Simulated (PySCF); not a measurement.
An unknown is described by computed data only.

Elements present: C, H and O. Monoisotopic mass: 94.0419 u.

- Couplings: largest of the computed one-bond spin–spin couplings (means over like bonds): 13C–1H +167.5, 13C–1H +164.0 (×2), 13C–1H +163.1 (×2), 17O–1H -80.0, 13C–13C +67.9 (×2), 13C–13C +61.0 (×2), 13C–13C +58.6 (×2), 17O–13C +22.0 Hz [B3LYP/pcJ-2, spin–dipole term left out]
- Rotational structure: rotational constants A, B, C: 5.722, 2.648, 1.810 GHz [PBE0-D3(BJ)/def2-TZVP]
- UV, strongest line: among the 10 lowest singlet transitions: S10 at 6.92 eV (179 nm, f = 0.593) [TDDFT CAM-B3LYP/aug-cc-pVTZ]
- 13C NMR: chemical shifts (computed TMS as zero) by class: 165.2 (1 C), 136.7 (2 C), 125.6 (1 C), 119.5 (2 C) ppm [GIAO B97-2/pcSseg-2]
- Triplet: lowest triplet excitation (Tamm–Dancoff): 4.09 eV [TDA CAM-B3LYP/aug-cc-pVTZ]
- NMR, other nuclei: isotropic shieldings of nuclei other than C and H, by class: 210 (1 O) ppm [GIAO B97-2/pcSseg-2]
- UV, first state: lowest singlet excitation: 5.19 eV (239 nm, f = 0.035) [TDDFT CAM-B3LYP/aug-cc-pVTZ]
- Polarisability: 73.8 au [CAM-B3LYP/aug-cc-pVTZ]
- Dipole: 1.30 D [CAM-B3LYP/aug-cc-pVTZ]
- 1H NMR: chemical shifts (computed TMS as zero) by class: 7.49 (2 H), 7.09 (1 H), 6.92 (2 H), 4.12 (1 H) ppm [GIAO B97-2/pcSseg-2]

Electronic properties: PySCF, gas phase, density fitting. Levels stand in brackets. Geometry: PBE0-D3(BJ)/def2-TZVP, one conformer, isolated molecule. Each NMR value is the plain mean over a class of atoms that symmetry, rotation or inversion makes alike.

Problem. Which formula fits the mass and the elements?

Solution. C6H6O (calculated 94.0419). No other formula that holds each of these elements comes within 0.0003 u with a fitting electron parity and a possible valence count.

Problem. What is the compound? Reason from the data.

Solution. Numbering: `[OH:1][c:2]1[cH:3][cH:4][cH:5][cH:6][cH:7]1`. Its formula, C6H6O, gives 4 degrees of unsaturation: 1 ring and 3 π bonds in the structure found (Kekulé form). 6 carbons fall into 4 classes; from least to most shielded: aromatic carbon bearing oxygen [C2] (165.2 ppm), aromatic CH carbon [C4/C6] (136.7 ppm, 2 C), aromatic CH carbon [C5] (125.6 ppm), aromatic CH carbon [C3/C7] (119.5 ppm, 2 C, up to 2.5 ppm apart in this geometry). Hydrogen classes from least to most shielded: 2 H on the meta carbons, C4/C6 (7.49 ppm), 1 H on the para carbon, C5 (7.09 ppm), 2 H on the ortho carbons, C3/C7 (6.92 ppm), 1 H on a phenol-type oxygen, O1 (4.12 ppm). The other shieldings belong to: 210 ppm, phenol-type oxygen [O1]. The couplings run between: +167.5 Hz, aromatic CH carbon [C5] and its hydrogen; +164.0 Hz, aromatic CH carbon [C4] and its hydrogen (with 1 like pair); +163.1 Hz, aromatic CH carbon [C3] and its hydrogen (with 1 like pair); -80.0 Hz, phenol-type oxygen [O1] and its hydrogen; +67.9 Hz, aromatic carbon bearing oxygen [C2] and aromatic CH carbon [C3] (with 1 like pair); +61.0 Hz, aromatic CH carbon [C3] and aromatic CH carbon [C4] (with 1 like pair); +58.6 Hz, aromatic CH carbon [C4] and aromatic CH carbon [C5] (with 1 like pair); +22.0 Hz, phenol-type oxygen [O1] and aromatic carbon bearing oxygen [C2]. The optimised geometry has point group Cs and is an asymmetric top. Structure: `Oc1ccccc1`. The assignments are read from this structure; whether some other isomer fits the data as well wasn't checked.

Shape of the structure used: `[OH:1][c:2]1[cH:3][cH:4][cH:5][cH:6][cH:7]1`: H–O1–C2–C3 180°.
